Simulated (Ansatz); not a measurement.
# RbBr (Fm-3m): a volume series of phonon spectra

Wanted: mode Grüneisen parameters of RbBr and a free-energy fit over volumes.

What experiment has found for this phase:
- volume expansion coefficient 117 1e-6/K near room temperature (given in “Descriptors for thermal expansion in solids”, 2017, arXiv:1701.03966)

Program: Ansatz 0.2.0. Level of theory: DFT PBE, scalar-relativistic, plane waves, PAW. Results are calculated unless marked as measured.

The database entry behind the starting cell differs from later determinations by our own check (about 0.5 % short), so it need not match the best structure at ambient conditions.

## 1. Starting point

Symmetry: Fm-3m, No. 225, cubic system. The conventional cell has a = 6.854 Å, b = 6.854 Å, c = 6.854 Å, α = 90.00°, β = 90.00°, γ = 90.00°. Nearest to Rb lie 6 Br at 3.43 Å. Br has 6 Rb at 3.43 Å nearest. Farther neighbours and most contacts between anions are not listed.

## 2. A first coarse run

A cheap single point shows whether the cell is a metal or an insulator and how far it is from rest; that sets the k-mesh and the occupations of what follows.

File input.yaml:

```yaml
crystal:
  lattice:
    - [0.0, 3.427, 3.427]
    - [3.427, 0.0, 3.427]
    - [3.427, 3.427, 0.0]
  atoms:
    - { symbol: Rb, position: [0.0, 0.0, 0.0] }
    - { symbol: Br, position: [0.5, 0.5, 0.5] }
kpoints:
  mp_grid: { grid: [4, 4, 4] }
hamiltonian:
  xc: pbe
scf:
  occupations: { method: gaussian, width: 0.1 }
output:
  forces: true
  stress: true
  eigenvalues: true
```

On the command line:

```sh
ansatz run input.yaml --threads 2 --pin off --max-ram 5120MiB --backend cpu --events-out ev --progress --plain --runs-dir out
```

Numbers of over 12 decimals in the logs are rounded to 6 here.

Log:

```text
Engine: ansatz 0.2.0, aarch64-unknown-linux-gnu
Pseudopotentials: kind: paw
Pseudopotential: Rb, paw, valence charge 9, recommended cutoff 420 eV (normal), Rb.paw.azcp
Pseudopotential: Br, paw, valence charge 7, recommended cutoff 420 eV (normal), Br.paw.azcp
Functional definition: PBE
  parameter kappa = 0.804
  parameter beta = 0.066725
  exchange = pbe_x(kappa = kappa, mu = beta*pi^2/3)
  correlation = pbe_c(beta = beta)
Crystal: 2 atoms, lattice volume = 80.496 Å³
Basis set: ecut = 420 eV, 1591 PW (Γ), exchange–correlation on 72×72×72 points (8 copies of the dense FFT grid, shifted against one another)
Bands: 12, of which v1, the nominal top of the filled ones, is band 8 counted from 1 (7 counted from 0)
Symmetry: 48 space group operations
Space group: Fm-3m (ITA 225), of the structure as read, at distance tolerance 4.3e-5 Å
k-points: 8 of 64
Non-local potential: Rb, projectors of the file, l = 0: 3, l = 1: 2, l = 2: 2
Non-local potential: Br, projectors of the file, l = 0: 2, l = 1: 2, l = 2: 2
PAW form: soft (Blöchl's): semilocal exchange-correlation on the pseudo side does not see the compensation charge
PAW one-centre angular grid: Rb, 110 points (default); XC on 64 Gauss nodes
PAW one-centre angular grid: Br, 110 points (default); XC on 64 Gauss nodes
Initial density: superposition of atomic densities (neutral atoms: chi_scale 0, normalization atom), corrected by the library's trained network
Initial wavefunctions: pseudopotential atomic-orbital guess
Functional: x = pbe(κ = 0.804, μ = 0.219515), c = pbe(β = 0.066725)
SCF iter   1: F=—  HF=-6054.052847 eV  |F-HF|=—  |Δ(HF+E_count)|=         —  Δρ=1.70e-4  dr2=1.96e-5  ethr=1.77e-3  ⟨swp⟩=8.4  Hψ=684  notcnv=0
preconditioner: auto → none  [insulator: Δε(μ)=4.357 eV  Ē_g=13.343 eV  σ=0.100 eV  W_gap=1.00  n_scr=14 (ndim 8)  ℏωp=15.5 eV  f_vac=0.082  D(μ)=0.00/eV (n_scr^D=0)  ε∞_Penn≈2.3]
SCF iter   2: F=—  HF=-6054.053085 eV  |F-HF|=—  |Δ(HF+E_count)|=   2.38e-4  Δρ=1.49e-4  dr2=3.23e-5  ethr=1.22e-7  ⟨swp⟩=4.0  Hψ=319  notcnv=0
SCF iter   3: F=—  HF=-6054.053089 eV  |F-HF|=—  |Δ(HF+E_count)|=   4.02e-6  Δρ=4.78e-5  dr2=1.12e-6  ethr=1.22e-7  ⟨swp⟩=2.0  Hψ=152  notcnv=0
SCF iter   4: F=—  HF=-6054.053097 eV  |F-HF|=—  |Δ(HF+E_count)|=   7.70e-6  Δρ=3.71e-5  dr2=1.74e-6  ethr=7.01e-9  ⟨swp⟩=2.0  Hψ=152  notcnv=0
iter 5 did not close the SCF: its close was put off for the readings that it lacked (scf_convergence_deferred on its scf_iter line)
SCF iter   5: F=-6054.053096 eV  HF=-6054.053096 eV  |F-HF|=6.59e-8  |Δ(HF+E_count)|=   2.70e-7  Δρ=8.73e-6  dr2=9.99e-8  ethr=7.01e-9  ⟨swp⟩=2.0  Hψ=144  notcnv=0
SCF iter   6: F=-6054.053096 eV  HF=-6054.053096 eV  |F-HF|=2.35e-9  |Δ(HF+E_count)|=   1.63e-8  Δρ=1.81e-6  dr2=3.90e-9  ethr=6.25e-10  ⟨swp⟩=3.5  Hψ=438  notcnv=0
SCF 1 converged in 6 iterations: F = -6054.053096 eV  dr2 = 3.90e-9
  greatest PAW one-centre occupation: 0.973 electrons in one spin orbital (limit 2), on the Rb atom at site 0 (counted from 0), in its partial waves of l = 0
SCF converged after 6 iterations
Free energy (F): -6054.053096 eV
Harris-Foulkes:  -6054.053096 eV  (|F-HF|=2.35e-9)
Internal energy: -6054.053096 eV  (E = F + TS)
E sigma→0 (E₀):  -6054.053096 eV
Fermi energy:    3.403690 eV
--- Per-component energies (eV) ---
  E_band       = -107.157617
  E_kinetic    = 327.417865
  E_local      = -799.832866  (includes V_loc(G=0)·N_el)
  E_nonlocal   = 243.417140
  E_hartree    = 206.211982
  E_xc         = -396.355108
  E_vxc        = -242.075710  (∫ρ·V_xc dr)
  E_paw        = -4864.572659  (= ΣΔE_a)
  E_vpaw       = -48.507249  (= ΣTr[D̂ρ^β])
  E_aug_tail   = -0.000001  (compensation charges beyond the density's cutoff)
  E_ewald      = -770.339449
  E_smearing   = -0.000000  (= −TS)
  E_closure    = 0.000000  (closes the sum)
  Σ components = -6054.053096   (vs F -6054.053096, Δ=0.00e0)
--- Forces (eV/Å), atoms counted from 1 ---
  atom   1  Rb    -0.00000000     0.00000000    -0.00000000
  atom   2  Br     0.00000000     0.00000000     0.00000000
  max |Σ_I F_I| component: 2.04e-30 eV/Å
--- Stress (GPa, compression-positive) ---
        1.003090      -0.000000       0.000000
        0.000000       1.003090      -0.000000
       -0.000000      -0.000000       1.003090
  P = ⅓ Tr σ = 1.0031 GPa (10.031 kbar)
--- Band table (eV; the first three rows and the last of 8) ---
  k-point 0: bands = [... 4 lower, -7.2698, 1.2201, 1.2201, 1.2201, 5.5848, 8.5028, 8.5028, 8.5028]
  k-point 1: bands = [... 4 lower, -7.2457, 0.6604, 1.0355, 1.0355, 6.8536, 8.3697, 9.2234, 9.2234]
  k-point 2: bands = [... 4 lower, -7.2219, 0.2330, 0.8661, 0.8661, 8.0351, 8.9402, 10.7099, 10.7099]
  k-point 7: bands = [... 4 lower, -7.2512, 0.7284, 0.8734, 0.8734, 8.3030, 8.3030, 9.4865, 9.8403]
```

Run time: 1.1 s. Hardware: 2 threads of Arm Neoverse V1, shared host; peak memory 0.29 GiB; 1.5 s of CPU time.

A gap read on the k-mesh alone can miss the band edges.

This step gave:

| Quantity | Value |
| --- | --- |
| pressure | 1.003 GPa |
| gap on the k-mesh | 4.365 eV |
| volume per atom | 40.25 Å³ |

The start is under 1.0 GPa at this level and looks like an insulator or semiconductor on this mesh.

## 3. Finding the static equilibrium

The vibrations must be taken about the equilibrium of this functional, not about the starting cell, so the structure is relaxed.

input.yaml, the sections that differ from step 2:

```yaml
kpoints:
  mp_grid: { grid: [6, 6, 6] }
scf:
  occupations: { method: gaussian, width: 0.02 }
relax:
  adjacent_minimum: "off"
  f_tol: 0.005
  max_steps: 80
  cell: { stress_tol: 0.05 }
# crystal, hamiltonian, output: as in step 2
```

Log:

```text
[...]
Crystal: 2 atoms, lattice volume = 80.496 Å³
Basis set: ecut = 420 eV, 1591 PW (Γ), exchange–correlation on 72×72×72 points (8 copies of the dense FFT grid, shifted against one another)
Bands: 12, of which v1, the nominal top of the filled ones, is band 8 counted from 1 (7 counted from 0)
Symmetry: 48 space group operations
[...]
k-points: 16 of 216
[...]
SCF iter   1: F=—  HF=-6054.053069 eV  |F-HF|=—  |Δ(HF+E_count)|=         —  Δρ=2.24e-4  dr2=6.14e-5  ethr=1.77e-3  ⟨swp⟩=8.2  Hψ=1386  notcnv=0
[...]
SCF iter   6: F=-6054.053341 eV  HF=-6054.053341 eV  |F-HF|=5.18e-11  |Δ(HF+E_count)|=   5.05e-9  Δρ=1.29e-7  dr2=1.99e-11  ethr=2.96e-12  ⟨swp⟩=1.8  Hψ=595  notcnv=0
SCF 1 converged in 6 iterations: F = -6054.053341 eV  dr2 = 1.99e-11
[...]
relax step   1: F+E_penalty+E_count = -6054.05334143 eV  Δ(F+E_penalty+E_count) = +0.000e0 eV  max|allowed force component| = 8.875e-30 eV/Å  Δτ_max = 0.0000 Å  P = +1.001 GPa  Ω = 80.496 Å³  (6 SCF iters, dr2 threshold 1.00e-7 eV, accepted)
Crystal: 2 atoms, lattice volume = 83.078 Å³
Basis set: ecut = 420 eV, 1639 PW (Γ), exchange–correlation on 72×72×72 points (8 copies of the dense FFT grid, shifted against one another)
[...]
iter 1 solved again at ethr=4.31e-6 eV; its pass at ethr=3.10e-3 eV (dr2=6.90e-4 eV) is discarded
[...]
SCF iter   5: F=-6054.065363 eV  HF=-6054.065363 eV  |F-HF|=3.17e-8  |Δ(HF+E_count)|=   3.40e-7  Δρ=3.73e-6  dr2=1.20e-8  ethr=1.25e-9  ⟨swp⟩=7.0  Hψ=1018  notcnv=0
SCF 2 converged in 5 iterations: F = -6054.065363 eV  dr2 = 1.20e-8
relax step   2: F+E_penalty+E_count = -6054.06536269 eV  Δ(F+E_penalty+E_count) = -1.202e-2 eV  max|allowed force component| = 5.128e-30 eV/Å  Δτ_max = 0.0000 Å  P = +0.514 GPa  Ω = 83.078 Å³  energy of the carried Pulay correction = -7.291e-5 eV  (5 SCF iters, dr2 threshold 2.00e-7 eV, accepted)
Crystal: 2 atoms, lattice volume = 85.990 Å³
Basis set: ecut = 420 eV, 1687 PW (Γ), exchange–correlation on 72×72×72 points (8 copies of the dense FFT grid, shifted against one another)
[...]
SCF iter   5: F=-6054.070363 eV  HF=-6054.070363 eV  |F-HF|=3.77e-8  |Δ(HF+E_count)|=   4.01e-7  Δρ=4.00e-6  dr2=1.43e-8  ethr=1.25e-9  ⟨swp⟩=6.9  Hψ=1029  notcnv=0
SCF 3 converged in 5 iterations: F = -6054.070363 eV  dr2 = 1.43e-8
relax step   3: F+E_penalty+E_count = -6054.07036337 eV  Δ(F+E_penalty+E_count) = -5.001e-3 eV  max|allowed force component| = 5.489e-30 eV/Å  Δτ_max = 0.0000 Å  P = +0.060 GPa  Ω = 85.990 Å³  energy of the carried Pulay correction = -1.524e-4 eV  (5 SCF iters, dr2 threshold 2.00e-7 eV, accepted)
[...]
relax step   4: F+E_penalty+E_count = -6054.07043286 eV  Δ(F+E_penalty+E_count) = -6.949e-5 eV  max|allowed force component| = 5.982e-30 eV/Å  Δτ_max = 0.0000 Å  P = +0.004 GPa  Ω = 86.390 Å³  energy of the carried Pulay correction = -1.631e-4 eV  (4 SCF iters, dr2 threshold 9.00e-9 eV, accepted)
[...]
SCF iter   1: F=—  HF=-6054.070554 eV  |F-HF|=—  |Δ(HF+E_count)|=         —  Δρ=2.42e-5  dr2=8.77e-8  ethr=3.10e-6  ⟨swp⟩=3.2  Hψ=1891  notcnv=0
eigensolver tolerance schedule: the retry pair's looser diagonalisation over-reported the residual by 5660.70 of it (diagonalisation noise at an unbounded share of the residual, at the tolerance the schedule requests for it); recorded, not acted on — ethr = c·dr2/N_el stays at c = 1.0e-1
[...]
SCF iter   2: F=—  HF=-6054.070561 eV  |F-HF|=—  |Δ(HF+E_count)|=   6.59e-6  Δρ=1.27e-5  dr2=1.98e-8  ethr=5.48e-10  ⟨swp⟩=3.6  Hψ=456  notcnv=0
[...]
SCF iter   5: F=-6054.070561 eV  HF=-6054.070561 eV  |F-HF|=4.55e-12  |Δ(HF+E_count)|=  6.37e-12  Δρ=1.82e-7  dr2=1.18e-11  ethr=1.00e-12  ⟨swp⟩=7.2  Hψ=1016  notcnv=0
SCF 5 converged in 5 iterations: F = -6054.070561 eV  dr2 = 1.18e-11
relax step   5: F+E_penalty+E_count = -6054.07056089 eV  Δ(F+E_penalty+E_count) = -1.280e-4 eV  max|allowed force component| = 3.476e-30 eV/Å  Δτ_max = 0.0000 Å  P = +0.003 GPa  Ω = 86.390 Å³  stress off target by 2.59e-3 GPa  SCF on the basis re-selected at this cell (its energy is not comparable with the rows above)  (5 SCF iters)
basis re-selected at this cell: Δ(F+E_penalty+E_count) = -1.280e-4 eV, ΔP = -0.002 GPa vs the last step (what re-selecting the basis moved, of the pressure what is left beyond the Pulay correction that the steps carried, after the strain that the cell walked since its last selection, with what the two solves' SCF thresholds leave and, on support functions, any second-order correction that the steps lacked; it is no m [...]
SCF converged after 5 iterations
Free energy (F): -6054.070561 eV
[...]
Internal energy: -6054.070561 eV  (E = F + TS)
E sigma→0 (E₀):  -6054.070561 eV
Fermi energy:    2.859571 eV
[...]
--- Stress (GPa, compression-positive) ---
        0.002595      -0.000000      -0.000000
       -0.000000       0.002595      -0.000000
       -0.000000      -0.000000       0.002595
  P = ⅓ Tr σ = 0.0026 GPa (0.026 kbar)
--- Band table (eV; the first three rows and the last of 16) ---
  k-point 0: bands = [... 4 lower, -7.8744, 0.7640, 0.7640, 0.7640, 4.9550, 8.0185, 8.0185, 8.0185]
  k-point 1: bands = [... 4 lower, -7.8668, 0.4975, 0.6859, 0.6859, 5.5488, 7.8743, 8.3236, 8.3236]
  k-point 2: bands = [... 4 lower, -7.8516, 0.0713, 0.5383, 0.5383, 6.7661, 7.9377, 9.1701, 9.1701]
  k-point 15: bands = [... 4 lower, -7.8797, 0.3694, 0.4042, 0.5157, 7.0712, 8.3332, 8.5713, 9.4259]
--- Relaxed structure (4 steps of the walk, 4 accepted, 1 SCFs on fresh bases) ---
  F+E_penalty+E_count = -6054.07056089 eV   max|allowed force component| = 3.476e-30 eV/Å   (the final SCF, on the basis selected at the relaxed cell)
  cell:  # Å, volume = 86.3895 Å³
    - [0, 3.508679, 3.508679]
    - [3.508679, 0, 3.508679]
    - [3.508679, 3.508679, 0]
  atoms:
    - { symbol: Rb, position: [0, 0, 0] }
    - { symbol: Br, position: [0.5, 0.5, 0.5] }
```

Wall time 3.6 s (2 threads); peak memory 0.32 GiB.

Step by step:

| step | energy less that of the first step (eV) | largest force component (eV/Å) | pressure (GPa) | volume (Å³) |
| --- | --- | --- | --- | --- |
| 1 | 0.0000 | 0.0000 | 1.00 | 80.50 |
| 2 | -0.0120 | 0.0000 | 0.51 | 83.08 |
| 3 | -0.0170 | 0.0000 | 0.06 | 85.99 |
| 4 | -0.0171 | 0.0000 | 0.00 | 86.39 |
| 5* | -0.0172 | 0.0000 | 0.00 | 86.39 |

Relaxation steps marked * repeat the geometry before them on a plane-wave basis chosen anew for their cell, so energy and pressure can jump there.

The run keeps the 48 symmetry operations that it works with, so distortions that break them were not tested.

| conventional cell, symmetrised | before | after | change |
| --- | --- | --- | --- |
| a (Å) | 6.854 | 7.017 | +2.4 % |
| b (Å) | 6.854 | 7.017 | +2.4 % |
| c (Å) | 6.854 | 7.017 | +2.4 % |
| volume (Å³/atom) | 40.25 | 43.19 | +7.3 % |

Final coordinates:

```
Rb Br
1.0
     0.00000    3.50868    3.50868
     3.50868    0.00000    3.50868
     3.50868    3.50868    0.00000
Rb Br
1 1
Direct
  0.00000 0.00000 0.00000
  0.50000 0.50000 0.50000
```

Numbers from this step:

```
pressure          : 0.002595 GPa
gap on the k-mesh : 4.191 eV
volume per atom   : 43.19 Å³
```

The relaxation ends with a pressure of 0.00 GPa.

## 4. Relaxing to small residual forces and stress

The relaxation is repeated with tighter thresholds on force and stress, since phonons are sensitive to what is left; a change of mesh or smearing in the input moves the cell too.

File input.yaml:

```yaml
crystal:
  lattice:
    - [0.0, 3.5086791881, 3.5086791881]
    - [3.5086791881, 0.0, 3.5086791881]
    - [3.5086791881, 3.5086791881, 0.0]
  atoms:
    - { symbol: Rb, position: [0.0, 0.0, 0.0] }
    - { symbol: Br, position: [0.5, 0.5, 0.5] }
kpoints:
  mp_grid: { grid: [8, 8, 8] }
hamiltonian:
  xc: pbe
scf:
  occupations: { method: fixed }
output:
  forces: true
  stress: true
  eigenvalues: true
relax:
  adjacent_minimum: "off"
  f_tol: 0.001
  max_steps: 60
  cell: { stress_tol: 0.01 }
```

Log:

```text
[...]
Crystal: 2 atoms, lattice volume = 86.390 Å³
Basis set: ecut = 420 eV, 1687 PW (Γ), exchange–correlation on 72×72×72 points (8 copies of the dense FFT grid, shifted against one another)
Bands: 12, of which v1, the nominal top of the filled ones, is band 8 counted from 1 (7 counted from 0)
Symmetry: 48 space group operations
[...]
k-points: 29 of 512
[...]
k-point 28: bands = [... 4 lower, -7.8632, 0.3388, 0.4362, 0.4362, 7.7671, 7.7671, 8.7336, 9.0936]
--- Relaxed structure (1 steps of the walk, 1 accepted, 1 SCFs on fresh bases) ---
[...]
cell:  # Å, volume = 86.3895 Å³
    - [0.0, 3.5086791881, 3.5086791881]
    - [3.5086791881, 0.0, 3.5086791881]
    - [3.5086791881, 3.5086791881, 0.0]
  atoms:
    - { symbol: Rb, position: [0.0, 0.0, 0.0] }
    - { symbol: Br, position: [0.5, 0.5, 0.5] }
[key lines of the parts left out:]
SCF converged after 5 iterations
Free energy (F): -6054.070563 eV
Fermi energy:    0.764038 eV
P = ⅓ Tr σ = 0.0026 GPa (0.026 kbar)
```

Run time: 2.5 s. Hardware: 2 threads; peak memory 0.34 GiB.

Little changed from the start: no atom moved by 0.005 Å and no cell edge by 0.1 %.

Numbers from this step:

```yaml
pressure: 0.002574 GPa
```

The residual pressure is 0.0026 GPa, small enough for phonons.

(Continued in part 2 of 3.)

[Logs are printed without paths, hosts, clocks, repeated set-up lines and the standing remarks that a program may print on its own settings, such as how far it seeks lower states.]

[Hosts, paths, dates, database ids (printed as entryN), source tags and the programs' standing remarks are cut or masked in the printed files.]

[A step with changed settings may run another functional than the one named; its input shows which.]

[Of the runs on displaced cells, only some may be shown.]
